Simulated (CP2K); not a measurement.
Runs of CP2K 2026.2 on BN. Symmetry: F-43m, No. 216, cubic system. Conventional cell: a = 3.626 Å, b = 3.626 Å, c = 3.626 Å, α = 90.00°, β = 90.00°, γ = 90.00°. N (site symmetry -43m) is surrounded by 4 B at 1.57 Å. Around B (site symmetry -43m) lie 4 N at 1.57 Å. The cell is a database's computed one.

```tsv
task	level	potentials or basis	smearing	EPS_DEFAULT	NGRIDS	CUTOFF of the grids	points a segment of the path (NPOINTS)	bands added on the path	gap on the mesh (eV)	pressure (GPa)
single point	PBEsol	POTENTIAL_UZH N GTH-PBE-q5, B GTH-PBE-q3; TZVP-MOLOPT-PBE-GTH basis	fermi-dirac 0.05 eV	1.0E-10	4	450 Ry	-	-	4.33	-2.6
band structure	TB-mBJ	POTENTIAL_UZH N GTH-PBE-q5, B GTH-PBE-q3; TZVP-MOLOPT-PBE-GTH basis	fermi-dirac 0.05 eV	1.0E-9	4	675 Ry	6	6	none	-
single point	PBE	POTENTIAL_UZH N GTH-PBE-q5, B GTH-PBE-q3; TZVP-MOLOPT-PBE-GTH basis	gaussian 0.019 eV	1.0E-10	5	450 Ry	-	-	4.55	0.6
band structure	PBE	GTH_POTENTIALS N GTH-PADE-q5, B GTH-PADE-q3; DZVP-MOLOPT-SR-GTH basis	fermi-dirac 0.05 eV	1.0E-9	5	450 Ry	6	4	(a)	(b)
```

Alike in all rows: no spin polarisation; cell as given; k mesh 13 × 13 × 13.

**Question.** Estimate the missing entries.

**Answer.** (a) 4.76; (b) -9.6.

Caveats: the basis of atomic orbitals isn't converged, which shifts pressures, moduli and gaps; the potentials were made for another functional, which shifts forces and pressure (some runs); an odd mesh through Γ misses points on the zone boundary, where band edges often lie (some runs); this is a model potential without an energy functional, so only levels have meaning (some runs).

A gap of «none» marks a metal or a gap under the smearing width.

Not every run made on this cell is shown here.
